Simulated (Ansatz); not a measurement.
# BAs: the cost of one run

Computed with Ansatz 0.2.0 (DFT PBE, scalar-relativistic, plane waves, PAW, unless a step's input says otherwise).

4 further runs of the same task are left out: 4 set aside as unsound or not needed.

## Step 1: The starting structure

Symmetry: F-43m, No. 216, cubic system. The conventional cell has a = 4.809 Å, b = 4.809 Å, c = 4.809 Å, α = 90.00°, β = 90.00°, γ = 90.00°. B (site symmetry -43m) is surrounded by 4 As at 2.08 Å. As (site symmetry -43m) has 4 B at 2.08 Å as nearest neighbours.

As a file:

```
B As
1.0
     0.00000    2.40464    2.40464
     2.40464    0.00000    2.40464
     2.40464    2.40464    0.00000
B As
1 1
Direct
  0.00000 0.00000 0.00000
  0.75000 0.75000 0.75000
```

This cell was relaxed beforehand with the same method: volume 13.90 Å³/atom, gap on the mesh 1.20 eV.

## Step 2: The cell under 9 GPa

What is minimised here is the enthalpy; the energy can go up as the cell is squeezed.

The input, input.yaml:

```yaml
crystal:
  lattice:
    - [0.0, 2.4046443036, 2.4046443036]
    - [2.4046443036, 0.0, 2.4046443036]
    - [2.4046443036, 2.4046443036, 0.0]
  atoms:
    - { symbol: B, position: [0.0, 0.0, 0.0] }
    - { symbol: As, position: [0.75, 0.75, 0.75] }
basis:
  ecutwfc: 420
kpoints:
  mp_grid: { grid: [10, 10, 10] }
hamiltonian:
  xc: pbe
scf:
  occupations: { method: fixed }
output:
  forces: true
  stress: true
  eigenvalues: true
relax:
  adjacent_minimum: "off"
  f_tol: 0.001
  max_steps: 60
  cell: { stress_tol: 0.02, p_target: 9.0 }
```

Command:

```bash
$ ansatz run input.yaml --threads 1 --pin off --max-ram 3072MiB --backend cpu --events-out ev --progress --plain --runs-dir out
```

What time and memory should one allow on 1 thread of AMD EPYC (Zen 3), shared host?

About 25 s, with a peak of 0.33 GiB.
